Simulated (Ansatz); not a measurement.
Zinc-blende ZnTe was calculated with r²SCAN (plane waves, PAW; Ansatz, a first-principles code).

Numerical settings: plane-wave cutoff 500 eV, 10×10×10 k mesh, gaussian smearing 0.02 eV, scalar-relativistic PAW data made under PBE.

Cell (relaxed at this level):

```cif
data_Te4Zn4
_chemical_formula_sum 'Zn4 Te4'
_space_group_name_H-M_alt 'F-43m'
_space_group_IT_number 216
_space_group_name_Hall 'F -4 2 3'
_cell_length_a 6.11359
_cell_length_b 6.11359
_cell_length_c 6.11359
_cell_angle_alpha 90.000
_cell_angle_beta 90.000
_cell_angle_gamma 90.000
loop_
_atom_site_label
_atom_site_type_symbol
_atom_site_symmetry_multiplicity
_atom_site_Wyckoff_symbol
_atom_site_fract_x
_atom_site_fract_y
_atom_site_fract_z
_atom_site_occupancy
Zn1 Zn 4 a 0.00000 0.00000 0.00000 1
Te1 Te 4 d 0.75000 0.75000 0.75000 1
```
(The calculation used a cell of 2 atoms; values per cell refer to that cell.)

Task: Predict the band gap.

Result: 
- band gap = 1.79 eV (on the SCF k mesh)

Measured, for comparison: band gap 2.43 eV (zero-point renormalisation of 40 meV (experimental, the table's column) added back here, direct; inputs from Miglio et al. (2020), arXiv:2011.12765).

Spin–orbit coupling is not included; with these elements it can move the gap by several tenths of an eV or more.

It cost very roughly 40 core-seconds of CPU time.
